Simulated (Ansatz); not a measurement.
# SiO2: ¹⁷O NMR of the central transition

Cell: a Materials Project structure (computed, not necessarily an observed phase), taken as it stands.

Space group Fddd:1 (No. 70); a = 4.7192, b = 9.4325, c = 14.7256 Å.

```csv
site,Wyckoff,site symmetry,x,y,z
Si,16g,..2,0.7500,0.7500,0.5632
O5,16d,-1,0.3750,0.6250,0.3750
O9,16f,.2.,0.5000,0.1866,0.5000
```

One atom of each set is listed; the run and its k-mesh use a cell of 12 atoms with edges of 8.74, 7.73, 5.27 Å.

Computed with Ansatz: DFT, r2SCAN, plane waves and PAW, scalar-relativistic, 500 eV cutoff, Γ-centred 5×5×5 k-points, Fermi–Dirac smearing 0.02 eV.

¹⁷O has I = 5/2 and Q = -25.58 mb (Pyykkö 2018); at 23.5 T its Larmor frequency is ν₀ = 135.7 MHz. Only the quadrupole interaction is simulated: positions count from each site's isotropic chemical shift, and J coupling is left out, as are shift anisotropy and dipolar coupling, which fast spinning averages.

Task: What does the ¹⁷O spectrum (fast magic-angle spinning) show for each site?

Result: 

```csv
site,first shell,C_Q (MHz),η,P_Q (MHz),δ_QIS (ppm),breadth (kHz)
O5,"2 Si at 1.60 Å, angle 180°",-6.23,0.06,6.24,-12.7,3.75
O9,"2 Si at 1.62 Å, angle 137°",-5.39,0.28,5.46,-9.72,3.02
```

δ_QIS = −(ν_Q²/30ν₀²)[I(I+1) − 3/4](1 + η²/3) × 10⁶ ppm with ν_Q = 3|C_Q|/[2I(2I−1)]; it falls as 1/B₀² in ppm, and the breadth as 1/B₀ in kHz.

At O5 V_zz points along the line of its two bonds (within 1°). At O9 V_zz runs parallel to the line that joins its two neighbours (within 1°).
